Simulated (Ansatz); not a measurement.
# BeTe: the cost of one run

Program: Ansatz 0.2.0. Level of theory: DFT PBEsol with spin–orbit coupling, plane waves, PAW. These are calculated values, not measurements.

The COD entry's cell or inner coordinates are ideal or old and differ from later refinements, so a difference from it is no clean test against experiment.

1 further run of the same task is left out (set aside as unsound or not needed).

### Step 1. Starting point

It takes space group F-43m (No. 216, cubic). Conventional cell: a = 5.540 Å, b = 5.540 Å, c = 5.540 Å, α = 90.00°, β = 90.00°, γ = 90.00°. Be (site symmetry -43m) is surrounded by 4 Te at 2.40 Å. Te (site symmetry -43m) is surrounded by 4 Be at 2.40 Å.

Structure file:

```
Be Te
1.0
     0.00000    2.77000    2.77000
     2.77000    0.00000    2.77000
     2.77000    2.77000    0.00000
Be Te
1 1
Direct
  0.00000 0.00000 0.00000
  0.75000 0.75000 0.75000
```

The cell is the deposited one, not relaxed. An earlier run on this cell at PBEsol, without spin–orbit coupling gave 2.25 GPa at 21.254 Å³/atom (10×10×10 mesh), gap on the mesh 1.75 eV.

### Step 2. Spin-orbit coupling: bands, spin texture

input.yaml

```yaml
crystal:
  lattice:
    - [0.0, 2.7700007385, 2.7700007385]
    - [2.7700007385, 0.0, 2.7700007385]
    - [2.7700007385, 2.7700007385, 0.0]
  atoms:
    - { symbol: Be, position: [0.0, 0.0, 0.0] }
    - { symbol: Te, position: [0.75, 0.75, 0.75] }
basis:
  ecutwfc: 420
  ecutrho_ratio: 4
kpoints:
  mp_grid: { grid: [8, 8, 8] }
  band_path:
    path:
      - [[0.0, 0.0, 0.0], [-0.5, -0.5, 0.0], [-0.375, -0.375, 0.25]]
      - [[-0.375, 0.0, 0.375], [0.0, 0.0, 0.0], [0.0, 0.0, 0.5], [-0.5, -0.25, 0.25], [-0.5, -0.5, 0.0]]
    npoints: 10
hamiltonian:
  xc: pbesol
scf:
  occupations: { method: gaussian, width: 0.05 }
output:
  forces: true
  stress: true
  eigenvalues: true
  populations: true
  eigenstates:
    nscf_kmesh: { grid: [16, 16, 16] }
    de_dk: true
    e_range: [-2.5, 4.248002294351]
  write_density: true
  write_potential: true
  elf: true
  volumetric_format: npy
magnetization:
  noncollinear: true
  spin_orbit: true
```

On the command line:

```
> ansatz run input.yaml --threads 4 --pin off --max-ram 9216MiB --backend cpu --events-out ev --progress --plain --runs-dir out
```

What time and memory should one allow on 4 threads of Arm Neoverse V2, shared host?

About 10 s, with a peak of 0.48 GiB.
